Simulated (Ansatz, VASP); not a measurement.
# MgH: VASP beside Ansatz

File INCAR:

```
PREC = Accurate ; ENCUT = 600
EDIFF = 1E-6 ; ISMEAR = 0
SIGMA = 0.1 ; LREAL = False
LASPH = True ; NELM = 60
ALGO = Normal ; ISIF = 3
LWAVE = False ; LCHARG = False
GGA = PE ; IBRION = 2
NSW = 90 ; EDIFFG = -0.0325
```

Contents of KPOINTS:

```
Automatic mesh
0
Gamma
  6 6 4
```

File POSCAR:

```
MgH
1.0
    3.2146377191      0.0000000000      0.0000000000
   -1.6073188596      2.7839579287      0.0000000000
    0.0000000000      0.0000000000      5.1244855918
Mg H
2 2
Direct
    0.3333333333      0.6666666667      0.2500000000
    0.6666666667      0.3333333333      0.7500000000
    0.0000000000      0.0000000000      0.0000000000
    0.0000000000      0.0000000000      0.5000000000
```

Input for Ansatz:

```yaml
crystal:
  lattice:
    - [3.2146377191, 0.0, 0.0]
    - [-1.6073188596, 2.7839579287, 0.0]
    - [0.0, 0.0, 5.1244855918]
  atoms:
    - { symbol: Mg, position: [0.3333333333, 0.6666666667, 0.25] }
    - { symbol: Mg, position: [0.6666666667, 0.3333333333, 0.75] }
    - { symbol: H, position: [0.0, 0.0, 0.0] }
    - { symbol: H, position: [0.0, 0.0, 0.5] }
basis:
  ecutwfc: 420
kpoints:
  mp_grid: { grid: [6, 6, 4] }
hamiltonian:
  xc: pbe
scf:
  occupations: { method: gaussian, width: 0.1 }
output:
  forces: true
  stress: true
  eigenvalues: true
relax:
  adjacent_minimum: "off"
  f_tol: 0.0325
  max_steps: 70
  cell: { stress_tol: 0.24 }
```

Alike in both runs: task relaxation of cell and atoms; functional PBE; k mesh 6 × 6 × 4; occupations gaussian, width 0.1 eV; no spin polarisation.

|  | VASP | Ansatz |
| --- | --- | --- |
| version | VASP 6.6.1 | Ansatz 0.2.0 |
| potentials or method | VASP PAW PBE potentials, release 64 (Mg, H) | scalar-relativistic, plane waves, PAW |
| plane-wave cutoff (eV) | 600 | 420 |
| valence electrons in the cell | 6 | 22 |

|  | VASP | Ansatz | Ansatz less VASP |
| --- | --- | --- | --- |
| gap on the k mesh at the Fermi level, each at its own relaxed structure (eV) | none | none | - |
| relaxed volume (Å³/atom) | 11.45 | 11.52 | +0.066 |
| relaxed cell length with the largest relative difference (Å) | 3.178 | 3.190 | +0.0120 |
| energy change over the relaxation (meV/atom) | -2 | -2 | -0.1 |

A gap of «none» marks a metal or a gap that the smearing closes. The two sets of potentials don't hold the same shells in valence.

Caveats: the k mesh is coarse (spacing up to 0.38 Å⁻¹), so the values aren't converged.
